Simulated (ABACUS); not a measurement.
Bi: single point with LDA

Bi:

```
CELL_PARAMETERS angstrom
-1.98143 1.98143 1.98143
1.98143 -1.98143 1.98143
1.98143 1.98143 -1.98143
ATOMIC_POSITIONS crystal
Bi 0.00000 0.00000 0.00000
```

This isn't the form of Bi at room conditions, which is rhombohedral.

- Program: ABACUS 3.10.1
- Task: single point
- Functional: LDA
- Potentials or basis: PseudoDojo NC SR 0.4.1 LDA standard
- Cutoff: 1361 eV
- Density cutoff: 5442 eV
- Basis: DZP LCAO (the cutoffs set its grid)
- k mesh: 8 × 8 × 8
- Occupations: fermi-dirac, width 0.05 eV
- Spin: no spin polarisation
- Orbital files: Bi Bi_confined-atom_8au_2s2p2d.orb
- Radial cutoff of the potentials (pseudo_rcut): 10 bohr
- SCF threshold on the density: 1e-07
- Max SCF steps: 100
- Eigensolver: genelpa
- Mixing: broyden
- Mixing share: 0.7
- Symmetry key: 1
- Bands: 18

| Item | Value |
| --- | --- |
| Pressure | -1.7 GPa |
| Band gap on the k mesh | none (metal or under the smearing width) |

Levels at points of the mesh, in eV from the Fermi level:
```
           k point  band 5  band 6  band 7  band 8  band 9  band 10  band 11  band 12
(0.00, 0.00, 0.00)  -22.75  -13.65    5.00    5.00    5.00     9.18    11.72    11.72
(0.50, 0.50, 0.00)  -22.67  -10.64   -5.13    1.57    3.61     6.05     7.76    15.72
(0.50, 0.50, 0.50)  -22.69   -8.56   -1.85   -1.85   -1.85     3.57     3.57    19.45
```

Run time: 2.5 s on 4 MPI ranks on Intel(R) Xeon(R) Platinum 8375C CPU @ 2.90GHz (Ice Lake), with other jobs on the host, peak memory 0.36 GiB a rank.

Caveat: the atomic orbitals were generated for these runs and aren't a published set; spin-orbit coupling is left out, which moves the levels of the heavy elements; the basis of atomic orbitals isn't converged, which shifts pressures, moduli and gaps.
